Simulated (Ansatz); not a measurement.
Results of G0W0@PBE+SOC (Ansatz, an electronic-structure program, plane waves, hard PAW, contour deformation, complete-basis limit, spin–orbit shift from PBE) for fluorite SrF2.

Numerical settings: largest k mesh 10×10×10 (not extrapolated in the mesh).

The cell has the measured lattice: a = b = c = 5.800 Å, α = β = γ = 90.00°.

**Question.** Estimate the band gap that the calculation returns.

**Answer.** 
* **band gap**: 10.64 eV

Measured, for comparison: band gap 11.1 eV (temperature not stated, not corrected to a static lattice; as tabulated in Aguado et al. (1999), arXiv:cond-mat/9901145).

Note: spin–orbit coupling enters as the shift of the gap found with a semilocal functional; cell and atoms aren't relaxed at this level.

Computed values are for the static lattice.

It cost about 5 core-hours (a rough figure) of CPU time.
